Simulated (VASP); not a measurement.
Wanted: the native input for a VASP 6.6.1 run.

| Quantity | Value |
| --- | --- |
| Task | single point |
| Functional | PBEsol |
| Potentials or basis | VASP PAW PBE potentials, release 64 (Cu, O) |
| Cutoff | 520 eV |
| k mesh | 10 × 10 × 5 |
| Occupations | fermi-dirac, width 0.05 eV |
| Spin | no spin polarisation |
| Ladder | free |
| Further INCAR settings | ALGO = Normal; EDIFF = 1e-07; NBANDS = 25 |

The structure of CuO (Tenorite) lies in POSCAR:

```
CuO
1.0
    2.3446500000     -1.7134000000      0.0000000000
    2.3446500000      1.7134000000      0.0000000000
   -0.8605543552      0.0000000000      5.0594363927
Cu O
2 2
Direct
    0.4968000000      0.0032000000      0.5000000000
    0.0032000000      0.4968000000      0.0000000000
    0.4056000000      0.5714000000      0.7537000000
    0.5714000000      0.4056000000      0.2537000000
```

The input as run:

INCAR

```
SYSTEM = CuO
ALGO     = Normal         ! electronic algorithm
EDIFF    = 1E-7           ! SCF threshold, eV
ENCUT    = 520            ! plane-wave cutoff, eV
GGA      = PS             ! functional
ISIF     = 2              ! what is computed and relaxed
ISMEAR   = -1             ! smearing method
LASPH    = .TRUE.         ! aspherical terms in the spheres
LCHARG   = .TRUE.         ! write CHGCAR
LELF     = .TRUE.         ! ELF
LREAL    = .FALSE.        ! projectors in reciprocal space
LVHAR    = .TRUE.       
LWAVE    = .FALSE.        ! write WAVECAR
NBANDS   = 25             ! bands
NELM     = 100            ! most SCF steps
PREC     = Accurate       ! precision mode
SIGMA    = 0.05           ! smearing width, eV
```

KPOINTS

```
k-points
0
G
  10 10 5
  0 0 0
```

Potentials or basis: VASP PAW PBE potentials, release 64 (Cu, O).

Run with:

```bash
$ cat potpaw_PBE.64/Cu/POTCAR potpaw_PBE.64/O/POTCAR > POTCAR
$ mpirun -np 1 vasp_std > vasp.out
```

It gave:

```
Pressure               : -2.0 GPa
Largest force          : 0.756 eV/Å
Band gap on the k mesh : none (metal or under the smearing width)
```

Caveat: the PAW data sets were made with another functional, which shifts forces and pressure a little; the run has no spin polarisation, though such a crystal can be magnetic; semilocal functionals often make such compounds metallic where correlation or magnetic order opens a gap, which also shifts bond lengths.

Wall time 60 s on 1 thread of Intel(R) Xeon(R) 6975P-C (Granite Rapids), on a shared host, peak memory 0.24 GiB.
